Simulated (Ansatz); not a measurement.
# CuI (Marshite) (F-43m) in Ansatz: further runs

One crystal, CuI (Marshite), is run at these levels: LDA, HSE06, PBEsol, r2SCAN0; tasks: elastic constants, band structure, phonons.

Everything below comes from runs of Ansatz 0.2.0. Logs are shortened: lines on timing, memory, paths and dates and some standing lists are left out, and cuts for length are marked.

**Measured values to compare with.**

A printed reference work, data compilation reports, for a bulk crystal of CuI: high-frequency dielectric constant 4.84.

The runs below are set against these values where they give the same quantity.

### 1 The crystal as given

The structure is cubic, space group F-43m (No. 216). The conventional cell has a = 6.063 Å, b = 6.063 Å, c = 6.063 Å, α = 90.00°, β = 90.00°, γ = 90.00°. I (site symmetry -43m) is surrounded by 4 Cu at 2.63 Å. Around Cu (site symmetry -43m) lie 4 I at 2.63 Å.

### 2 Elastic constants, LDA

Contents of input.yaml:

```yaml
crystal:
  lattice:
    - [0.0, 3.0315, 3.0315]
    - [3.0315, 0.0, 3.0315]
    - [3.0315, 3.0315, 0.0]
  atoms:
    - { symbol: I, position: [0.0, 0.0, 0.0] }
    - { symbol: Cu, position: [0.75, 0.75, 0.75] }
hamiltonian:
  xc: lda
  pseudopotentials: { kind: paw }
kpoints:
  mp_grid: { grid: [6, 6, 6] }
scf:
  occupations: { method: fixed }
output:
  forces: true
  stress: true
elastic:
  mode: relaxed_ion
  stencil: two_point
```

Potentials or basis: Ansatz PAW.

Command:

```bash
> ansatz run input.yaml --threads 2 --pin off --max-ram 5632MiB --backend cpu --events-out ev --progress --plain --runs-dir out
```

The log of the run:

```text
Warning: RAYON_NUM_THREADS=2 ignored (pool sized by the plan → 2); use --threads N
Engine: ansatz 0.2.0, x86_64-unknown-linux-gnu
Pseudopotentials: kind: paw
Pseudopotential: I, paw, valence charge 17, recommended cutoff 420 eV (normal), I.paw.azcp
Pseudopotential: Cu, paw, valence charge 19, recommended cutoff 420 eV (normal), Cu.paw.azcp
Functional definition: SPW92
  exchange = slater_x
  correlation = pw_c
Crystal: 2 atoms, lattice volume = 55.719 Å³
Basis set: ecut = 420 eV, 1067 PW (Γ)
Bands: 22, of which v1, the nominal top of the filled ones, is band 18 counted from 1 (17 counted from 0)
Symmetry: 24 space group operations
Space group: F-43m (ITA 216), of the structure as read, at distance tolerance 3.8e-5 Å
k-points: 16 of 216 (time reversal used)
Non-local potential: I, projectors of the file, l = 0: 2, l = 1: 2, l = 2: 2, l = 3: 2
Non-local potential: Cu, projectors of the file, l = 0: 3, l = 1: 2, l = 2: 3, l = 3: 1
PAW form: soft (Blöchl's): semilocal exchange-correlation on the pseudo side does not see the compensation charge
PAW frozen core: I, regenerated for the run's functional, and the local potential with it (the file was generated under x = pbe(κ = 0.804, μ = 0.2195149727645171), c = pbe(β = 0.06672455060314922))
PAW frozen core: Cu, regenerated for the run's functional, and the local potential with it (the file was generated under x = pbe(κ = 0.804, μ = 0.2195149727645171), c = pbe(β = 0.06672455060314922))
PAW one-centre angular grid: I, 590 points (default); XC on 64 Gauss nodes
PAW one-centre angular grid: Cu, 590 points (default); XC on 64 Gauss nodes
Initial density: superposition of atomic densities (neutral atoms: chi_scale 0, normalization atom), corrected by the library's trained network
Initial wavefunctions: pseudopotential atomic-orbital guess
Functional: x = slater, c = lda
SCF iter   1: F=—  HF=-13911.721607 eV  |F-HF|=—  |Δ(HF+E_count)|=         —  Δρ=1.03e-2  dr2=2.58e-2  ethr=1.77e-3  ⟨swp⟩=5.1  Hψ=1436  notcnv=0  defer=28
preconditioner: auto → none  [insulator: Δε(μ)=0.850 eV  Ē_g=8.859 eV  n_scr=14 (ndim 8)  ℏωp=21.1 eV  f_vac=0.179  ε∞_Penn≈6.7]
SCF iter   2: F=—  HF=-13911.725982 eV  |F-HF|=—  |Δ(HF+E_count)|=   4.38e-3  Δρ=1.07e-2  dr2=4.45e-2  ethr=7.16e-5  ⟨swp⟩=2.1  Hψ=806  notcnv=0  defer=28
SCF iter   3: F=—  HF=-13911.714809 eV  |F-HF|=—  |Δ(HF+E_count)|=   1.12e-2  Δρ=3.07e-3  dr2=2.31e-3  ethr=7.16e-5  ⟨swp⟩=2.1  Hψ=656  notcnv=0  defer=28
SCF iter   4: F=—  HF=-13911.714486 eV  |F-HF|=—  |Δ(HF+E_count)|=   3.23e-4  Δρ=6.35e-4  dr2=9.25e-5  ethr=6.42e-6  ⟨swp⟩=2.0  Hψ=572  notcnv=0  defer=28
SCF iter   5: F=—  HF=-13911.714485 eV  |F-HF|=—  |Δ(HF+E_count)|=   1.26e-6  Δρ=7.68e-5  dr2=2.27e-6  ethr=2.57e-7  ⟨swp⟩=2.1  Hψ=497  notcnv=0  defer=28
SCF iter   6: F=—  HF=-13911.714482 eV  |F-HF|=—  |Δ(HF+E_count)|=   2.86e-6  Δρ=4.07e-6  dr2=5.46e-9  ethr=6.30e-9  ⟨swp⟩=2.0  Hψ=432  notcnv=0  defer=28
SCF iter   7: F=—  HF=-13911.714482 eV  |F-HF|=—  |Δ(HF+E_count)|=   2.10e-9  Δρ=8.68e-7  dr2=1.76e-10  ethr=1.52e-11  ⟨swp⟩=2.0  Hψ=586  notcnv=0  defer=28
SCF iter   8: F=—  HF=-13911.714482 eV  |F-HF|=—  |Δ(HF+E_count)|=  8.73e-11  Δρ=1.58e-7  dr2=1.03e-11  ethr=4.88e-13 (applied; sched 1.00e-12)  ⟨swp⟩=2.0  Hψ=576  notcnv=0  defer=28
SCF iter   9: F=-13911.714482 eV  HF=-13911.714482 eV  |F-HF|=1.82e-12  |Δ(HF+E_count)|=  1.82e-12  Δρ=1.62e-8  dr2=9.57e-14  ethr=1.00e-12  ⟨swp⟩=7.1  Hψ=2149  notcnv=0
SCF 1 converged in 9 iterations: F = -13911.714482 eV  dr2 = 9.57e-14
Crystal: 2 atoms, lattice volume = 55.607 Å³
Symmetry: 8 space group operations
k-points: 30 of 216 (time reversal used)
Initial density: handed on by an earlier stage of this run
Initial wavefunctions: those handed on with the density
iter 1 solved again at ethr=1.94e-8 eV; its pass at ethr=3.10e-3 eV (dr2=7.00e-6 eV) is discarded
SCF iter   1: F=—  HF=-13911.717522 eV  |F-HF|=—  |Δ(HF+E_count)|=         —  Δρ=1.49e-4  dr2=7.54e-6  ethr=1.94e-8  ⟨swp⟩=3.0  Hψ=3525  notcnv=0  defer=57
preconditioner: auto → none  [insulator: Δε(μ)=0.938 eV  Ē_g=8.930 eV  n_scr=14 (ndim 8)  ℏωp=21.1 eV  f_vac=0.173  ε∞_Penn≈6.6]
SCF iter   2: F=—  HF=-13911.717520 eV  |F-HF|=—  |Δ(HF+E_count)|=   1.80e-6  Δρ=9.03e-5  dr2=3.52e-6  ethr=1.94e-8  ⟨swp⟩=2.0  Hψ=1170  notcnv=0  defer=33
SCF iter   3: F=—  HF=-13911.717521 eV  |F-HF|=—  |Δ(HF+E_count)|=   1.26e-6  Δρ=8.67e-5  dr2=2.36e-6  ethr=9.79e-9  ⟨swp⟩=2.0  Hψ=1181  notcnv=0  defer=31
SCF iter   4: F=—  HF=-13911.717521 eV  |F-HF|=—  |Δ(HF+E_count)|=   3.75e-7  Δρ=3.87e-5  dr2=4.53e-7  ethr=6.55e-9  ⟨swp⟩=2.0  Hψ=716  notcnv=0  defer=31
SCF iter   5: F=—  HF=-13911.717521 eV  |F-HF|=—  |Δ(HF+E_count)|=   7.77e-8  Δρ=7.88e-6  dr2=1.82e-8  ethr=1.26e-9  ⟨swp⟩=2.0  Hψ=809  notcnv=0  defer=31
SCF iter   6: F=—  HF=-13911.717521 eV  |F-HF|=—  |Δ(HF+E_count)|=   2.20e-9  Δρ=7.56e-7  dr2=1.52e-10  ethr=5.05e-11  ⟨swp⟩=2.0  Hψ=866  notcnv=0  defer=31
SCF iter   7: F=—  HF=-13911.717521 eV  |F-HF|=—  |Δ(HF+E_count)|=  5.64e-11  Δρ=1.33e-7  dr2=5.79e-12  ethr=4.21e-13 (applied; sched 1.00e-12)  ⟨swp⟩=2.2  Hψ=932  notcnv=0  defer=31
SCF iter   8: F=-13911.717521 eV  HF=-13911.717521 eV  |F-HF|=1.82e-12  |Δ(HF+E_count)|=  3.64e-12  Δρ=1.06e-8  dr2=4.40e-14  ethr=1.00e-12  ⟨swp⟩=4.0  Hψ=2945  notcnv=0
SCF 2 converged in 8 iterations: F = -13911.717521 eV  dr2 = 4.40e-14
Crystal: 2 atoms, lattice volume = 55.830 Å³
iter 1 solved again at ethr=3.35e-9 eV; its pass at ethr=3.10e-3 eV (dr2=1.20e-6 eV) is discarded
[... 17 lines left out ...]
SCF iter   4: F=—  HF=-13911.714469 eV  |F-HF|=—  |Δ(HF+E_count)|=   1.19e-5  Δρ=3.12e-4  dr2=3.36e-5  ethr=4.64e-8  ⟨swp⟩=2.0  Hψ=1840  notcnv=0  defer=70
SCF iter   5: F=—  HF=-13911.714461 eV  |F-HF|=—  |Δ(HF+E_count)|=   7.65e-6  Δρ=4.60e-5  dr2=5.80e-7  ethr=4.64e-8  ⟨swp⟩=2.0  Hψ=1781  notcnv=0  defer=68
SCF iter   6: F=—  HF=-13911.714464 eV  |F-HF|=—  |Δ(HF+E_count)|=   2.62e-6  Δρ=5.81e-6  dr2=1.14e-8  ethr=1.61e-9  ⟨swp⟩=2.5  Hψ=1666  notcnv=0  defer=66
SCF iter   7: F=—  HF=-13911.714464 eV  |F-HF|=—  |Δ(HF+E_count)|=   2.04e-8  Δρ=1.34e-6  dr2=3.26e-10  ethr=3.17e-11  ⟨swp⟩=2.0  Hψ=1654  notcnv=0  defer=66
SCF iter   8: F=—  HF=-13911.714464 eV  |F-HF|=—  |Δ(HF+E_count)|=  5.24e-10  Δρ=2.71e-7  dr2=4.68e-11  ethr=9.05e-13 (applied; sched 1.00e-12)  ⟨swp⟩=2.0  Hψ=1795  notcnv=0  defer=66
SCF iter   9: F=—  HF=-13911.714464 eV  |F-HF|=—  |Δ(HF+E_count)|=  2.18e-11  Δρ=7.32e-8  dr2=1.73e-12  ethr=1.30e-13 (applied; sched 1.00e-12)  ⟨swp⟩=2.0  Hψ=1655  notcnv=0  defer=66
SCF iter  10: F=-13911.714464 eV  HF=-13911.714464 eV  |F-HF|=7.28e-12  |Δ(HF+E_count)|=  3.64e-12  Δρ=1.31e-8  dr2=4.79e-14  ethr=1.00e-12  ⟨swp⟩=3.1  Hψ=4187  notcnv=0
SCF 4 converged in 10 iterations: F = -13911.714464 eV  dr2 = 4.79e-14
relax step   1: F+E_penalty+E_count = -13911.71446378 eV  Δ(F+E_penalty+E_count) = +0.000e0 eV  max|allowed force component| = 3.941e-3 eV/Å  Δτ_max = 0.0000 Å  (10 SCF iters, accepted)
iter 1 solved again at ethr=9.43e-10 eV; its pass at ethr=3.10e-3 eV (dr2=3.40e-7 eV) is discarded
SCF iter   1: F=—  HF=-13911.714466 eV  |F-HF|=—  |Δ(HF+E_count)|=         —  Δρ=2.82e-5  dr2=3.69e-7  ethr=9.43e-10  ⟨swp⟩=2.0  Hψ=4278  notcnv=0  defer=85
preconditioner: auto → none  [insulator: Δε(μ)=0.934 eV  Ē_g=8.920 eV  n_scr=14 (ndim 8)  ℏωp=21.1 eV  f_vac=0.174  ε∞_Penn≈6.6]
[... 45 lines left out ...]
iter 1 solved again at ethr=6.02e-9 eV; its pass at ethr=3.10e-3 eV (dr2=2.17e-6 eV) is discarded
SCF iter   1: F=—  HF=-13911.714468 eV  |F-HF|=—  |Δ(HF+E_count)|=         —  Δρ=7.12e-5  dr2=2.36e-6  ethr=6.02e-9  ⟨swp⟩=2.0  Hψ=4340  notcnv=0  defer=90
SCF iter   2: F=—  HF=-13911.714468 eV  |F-HF|=—  |Δ(HF+E_count)|=   9.01e-7  Δρ=2.69e-5  dr2=1.26e-7  ethr=6.02e-9  ⟨swp⟩=2.1  Hψ=1633  notcnv=0  defer=91
SCF iter   3: F=—  HF=-13911.714468 eV  |F-HF|=—  |Δ(HF+E_count)|=   2.67e-8  Δρ=9.70e-6  dr2=1.21e-8  ethr=3.49e-10  ⟨swp⟩=2.1  Hψ=1360  notcnv=0  defer=91
SCF iter   4: F=—  HF=-13911.714468 eV  |F-HF|=—  |Δ(HF+E_count)|=   2.78e-9  Δρ=6.36e-6  dr2=1.28e-8  ethr=3.36e-11  ⟨swp⟩=2.0  Hψ=1674  notcnv=0  defer=91
SCF iter   5: F=—  HF=-13911.714468 eV  |F-HF|=—  |Δ(HF+E_count)|=   1.48e-9  Δρ=4.13e-6  dr2=5.70e-9  ethr=3.36e-11  ⟨swp⟩=2.0  Hψ=1794  notcnv=0  defer=91
SCF iter   6: F=—  HF=-13911.714468 eV  |F-HF|=—  |Δ(HF+E_count)|=   1.22e-9  Δρ=1.24e-6  dr2=4.99e-10  ethr=1.58e-11  ⟨swp⟩=2.0  Hψ=1242  notcnv=0  defer=91
SCF iter   7: F=—  HF=-13911.714468 eV  |F-HF|=—  |Δ(HF+E_count)|=  1.02e-10  Δρ=1.87e-7  dr2=9.69e-12  ethr=1.39e-12  ⟨swp⟩=2.0  Hψ=1262  notcnv=0  defer=91
SCF iter   8: F=-13911.714468 eV  HF=-13911.714468 eV  |F-HF|=1.82e-12  |Δ(HF+E_count)|=  1.82e-12  Δρ=1.58e-8  dr2=6.64e-14  ethr=1.00e-12  ⟨swp⟩=4.0  Hψ=4686  notcnv=0
SCF 10 converged in 8 iterations: F = -13911.714468 eV  dr2 = 6.64e-14
relax step   2: F+E_penalty+E_count = -13911.71446756 eV  Δ(F+E_penalty+E_count) = -3.784e-6 eV  max|allowed force component| = 2.389e-7 eV/Å  Δτ_max = 0.0010 Å  (8 SCF iters, accepted)
iter 1 solved again at ethr=1.00e-12 eV; its pass at ethr=3.10e-3 eV (dr2=8.44e-14 eV) is discarded
SCF iter   1: F=—  HF=-13911.714468 eV  |F-HF|=—  |Δ(HF+E_count)|=         —  Δρ=1.57e-8  dr2=6.60e-14  ethr=1.00e-12  ⟨swp⟩=2.2  Hψ=4286  notcnv=0  defer=89
SCF iter   2: F=-13911.714468 eV  HF=-13911.714468 eV  |F-HF|=9.09e-12  |Δ(HF+E_count)|=  1.82e-12  Δρ=7.81e-9  dr2=1.55e-14  ethr=1.00e-12  ⟨swp⟩=4.9  Hψ=3817  notcnv=0
SCF 11 converged in 2 iterations: F = -13911.714468 eV  dr2 = 1.55e-14
SCF converged after 9 iterations
Free energy (F): -13911.714482 eV
Harris-Foulkes:  -13911.714482 eV  (|F-HF|=1.82e-12)
Internal energy: -13911.714482 eV  (E = F + TS)
E sigma→0 (E₀):  -13911.714482 eV
Fermi energy:    7.774553 eV
--- Per-component energies (eV) ---
  E_band       = -876.485499
  E_kinetic    = 490.771038
  E_local      = -7630.650750  (includes V_loc(G=0)·N_el)
  E_nonlocal   = 322.333841
  E_hartree    = 3538.480824
  E_xc         = -214.016309
  E_vxc        = -241.151033  (∫ρ·V_xc dr)
  E_paw        = -6265.732848  (= ΣΔE_a)
  E_vpaw       = -894.750573  (= ΣTr[D̂ρ^β])
  E_aug_tail   = 0.000299  (compensation charges beyond the density's cutoff)
  E_ewald      = -4154.131452
  E_core_change = 1.230875  (= ΣΔE_core)
  E_smearing   = -0.000000  (= −TS)
  E_closure    = -0.000000  (closes the sum)
  Σ components = -13911.714482   (vs F -13911.714482, Δ=0.00e0)
--- Forces (eV/Å), atoms counted from 1 ---
  atom   1  I     -0.00000000     0.00000000    -0.00000000
  atom   2  Cu     0.00000000     0.00000000     0.00000000
  max |Σ_I F_I| component: 1.85e-17 eV/Å
--- Stress (GPa, compression-positive) ---
       -4.404215      -0.000000       0.000000
       -0.000000      -4.404215       0.000000
       -0.000000       0.000000      -4.404215
  P = ⅓ Tr σ = -4.4042 GPa (-44.042 kbar)
--- Band table (eV; the first three rows and the last of 16) ---
  k-point 0: bands = ["-102.9194", "-60.7730", "-60.7730", "-60.7730", "-37.8267", "-37.8267", "-37.8267", "-37.8214", "-37.8214", "-6.2744", "4.1363", "4.1363", "4.1363", "5.8664", "5.8664", "7.7746", "7.7746", "7.7746", "8.7112", "12.6462", "12.6462", "12.6462"]
  k-point 1: bands = ["-102.9194", "-60.7730", "-60.7730", "-60.7730", "-37.8267", "-37.8267", "-37.8267", "-37.8214", "-37.8214", "-6.1497", "3.6300", "4.1475", "4.1475", "5.8574", "5.8574", "6.8607", "7.5772", "7.5772", "9.6913", "12.5857", "12.9940", "12.9940"]
  k-point 2: bands = ["-102.9194", "-60.7730", "-60.7730", "-60.7730", "-37.8267", "-37.8265", "-37.8265", "-37.8214", "-37.8214", "-5.8760", "2.6572", "4.1629", "4.1629", "5.8679", "5.8679", "6.1642", "7.2241", "7.2241", "9.8925", "13.2522", "13.2522", "14.0637"]
  k-point 15: bands = ["-102.9194", "-60.7730", "-60.7730", "-60.7730", "-37.8269", "-37.8264", "-37.8262", "-37.8215", "-37.8212", "-5.5356", "2.4938", "3.5160", "3.9827", "5.8204", "5.8246", "5.9475", "6.1422", "6.4327", "11.5520", "11.6335", "14.8040", "14.8569"]
--- Elastic constants: 2 strain directions × 2 members + reference (group order 24) ---
  dense FFT box of the reference and of every strained cell: 30×30×30
  strains applied: 11, 23; error gains: componentwise 1.00 (the most a stress slope's error grows in a printed constant), spectral 1.73 (1 for all six strains in a standard setting)
  C = ∂σ_k/∂η_j (tension-positive GPa; Voigt order 11 22 33 23 13 12):
        47.759     24.670     24.670     -0.000     -0.000     -0.000
        24.670     47.759     24.670     -0.000      0.000      0.000
        24.670     24.670     47.759     -0.000      0.000      0.000
        -0.000      0.000      0.000     25.273     -0.000     -0.000
        -0.000     -0.000     -0.000      0.000     25.273     -0.000
        -0.000      0.000     -0.000     -0.000     -0.000     25.273
  reference stress σ⁰ (GPa):      4.404      4.404      4.404     -0.000      0.000      0.000
  C* (energy form; C + prestress term) asymmetry max|C*_kj − C*_jk| = 1.066e-14 GPa — a small one proves nothing (zero by symmetry where the batch's group is 432, −43m or m−3m); a large one is finite-difference/SCF noise where every solve meets its electron count
  moduli (Voigt/Reuss/Hill, GPa): K = 32.37/32.37/32.37   G = 19.78/17.13/18.45   E = 46.52   ν = 0.260
  mechanically stable: yes (min eigenvalue of sym C = 23.09 GPa)
  strain η (Voigt 11):  stress-route row diagonal C_11 = 47.76 GPa, energy-path curvature d²(F+E_count+ΔE)/dδ²/Ω₀ = 48.57 GPa
         δ    σ_11 (GPa)             F (eV)   n_scf  n_hpsi   n_pw
    -2.000e-3       4.3086      -13911.7175207       8   12450   1106   relax 0 steps, max|allowed force component| 1.30e-17 eV/Å
     2.000e-3       4.4997      -13911.7113886       7   10946   1113   relax 0 steps, max|allowed force component| 1.43e-17 eV/Å
  strain η (Voigt 23):  stress-route row diagonal C_44 = 25.27 GPa, energy-path curvature d²(F+E_count+ΔE)/dδ²/Ω₀ = 23.69 GPa
         δ    σ_23 (GPa)             F (eV)   n_scf  n_hpsi   n_pw
    -2.000e-3      -0.0505      -13911.7144676       2    8583   1113   relax 4 steps, max|allowed force component| 3.28e-9 eV/Å
     2.000e-3       0.0505      -13911.7144676       2    8563   1113   relax 2 steps, max|allowed force component| 2.39e-7 eV/Å
```

It took 45 s on 2 threads of Intel Xeon at 2.50GHz (Skylake/Cascade Lake), shared host; peak memory 0.42 GiB.

What came out:

```
Free energy                     : -13911.7145 eV
Pressure                        : -4.4 GPa
Band gap on the k mesh          : 0.94 eV, direct
Elastic constants C11, C12, C44 : 48, 25, 25 GPa
Voigt bulk modulus              : 32 GPa
```

Elastic tensor in Voigt notation (GPa, in the Cartesian axes of the cell as first typed):
```
48 25 25  0  0  0
25 48 25  0  0  0
25 25 48  0  0  0
 0  0  0 25  0  0
 0  0  0  0 25  0
 0  0  0  0  0 25
```

Caveat: the cell is more than 3 GPa from zero pressure, which shifts response properties; spin-orbit coupling is left out, which moves the levels of the heavy elements; the PAW data sets come from PBE, with cores solved anew for the run's functional, which leaves a small shift of forces and pressure.

[end of part 1 of 3]
